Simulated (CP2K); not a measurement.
Runs of CP2K 2026.2 on ZrS2. It takes space group P-3m1 (No. 164, trigonal). Conventional cell: a = 3.691 Å, b = 3.691 Å, c = 6.041 Å, α = 90.00°, β = 90.00°, γ = 120.00°. Zr (site symmetry -3m) is surrounded by 6 S at 2.57 Å. S (site symmetry 3m) is surrounded by 3 Zr at 2.57 Å. The cell is a database's computed one.

```csv
level,potentials or basis,spin,smearing,NGRIDS,points a segment of the path (NPOINTS),bands added on the path,soc after scf,CUTOFF of the grids,gap on the mesh (eV),pressure (GPa),largest force (eV/Å)
PBE,"GTH_SOC_POTENTIALS Zr GTH-PBE-q12, S GTH-PBE-q6; TZVP-MOLOPT-PBE-GTH basis","SOC, no magnetisation",fermi-dirac 0.01 eV,4,10,2,yes,450 Ry,-,0.1,0.09
TB-mBJ,"POTENTIAL_UZH Zr GTH-PBE-q12, S GTH-PBE-q6; TZVP-MOLOPT-PBE-GTH basis",off,fermi-dirac 0.01 eV,4,8,4,-,700 Ry,(b),-,-
LDA,"GTH_POTENTIALS Zr GTH-PADE-q12, S GTH-PADE-q6; TZVP-MOLOPT-PBE-GTH basis",off,fermi-dirac 0.0259 eV,5,6,2,-,450 Ry,0.93,-4.9,0.28
r2SCAN,"POTENTIAL_UZH Zr GTH-SCAN-q12, S GTH-SCAN-q6; TZVP-MOLOPT-SCAN-GTH basis",off,fermi-dirac 0.0259 eV,5,10,6,-,700 Ry,1.38,0.0,-
PBE,"POTENTIAL_UZH Zr GTH-PBE-q12, S GTH-PBE-q6; TZVP-MOLOPT-PBE-GTH basis",off,fermi-dirac 0.05 eV,5,8,2,-,450 Ry,1.05,0.7,(a)
```

Alike in all rows: task band structure; cell as given; k mesh 8 × 8 × 5.

Question: Fill in the values left out.

Answer: (a) 0.14; (b) 1.12.

Caveats: the basis of atomic orbitals isn't converged, which shifts pressures, moduli and gaps; this functional lacks dispersion, which binds the layers, so the pressure and a relaxed spacing across them are unreliable (some runs); this is a model potential without an energy functional, so only levels have meaning (some runs); the potentials were made for another functional, which shifts forces and pressure (some runs).

A k mesh can miss the band edges, and rows without SOC leave out spin-orbit coupling on Zr.
